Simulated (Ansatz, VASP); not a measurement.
ZnH: VASP beside Ansatz

```
CELL_PARAMETERS angstrom
0.00000 2.20851 2.20851
2.20851 0.00000 2.20851
2.20851 2.20851 0.00000
ATOMIC_POSITIONS crystal
Zn 0.00000 0.00000 0.00000
H 0.25000 0.25000 0.25000
```

Change from the starting cell: species swapped into the AlP type (F-43m, No. 216).

Alike in both runs: functional PBE; k mesh 6 × 6 × 6; occupations gaussian, width 0.1 eV; no spin polarisation.

Ansatz relaxed the structure, and its values are those at the end. VASP's run is a single point on that final structure, the one shown.

```csv
,VASP,Ansatz
version,VASP 6.6.1,Ansatz 0.2.0
potentials or method,"VASP PAW PBE potentials, release 64 (Zn, H)","scalar-relativistic, plane waves, PAW"
plane-wave cutoff (eV),520,420
valence electrons in the cell,13,13
```

|  | VASP | Ansatz | Ansatz less VASP |
| --- | --- | --- | --- |
| gap on the k mesh at the Fermi level (eV) | none | none | - |
| pressure (GPa) | 0.3 | 0.2 | -0.11 |

A gap of «none» marks a metal or a gap that the smearing closes.

Caveats: the k mesh is coarse (spacing up to 0.41 Å⁻¹), so the values aren't converged.
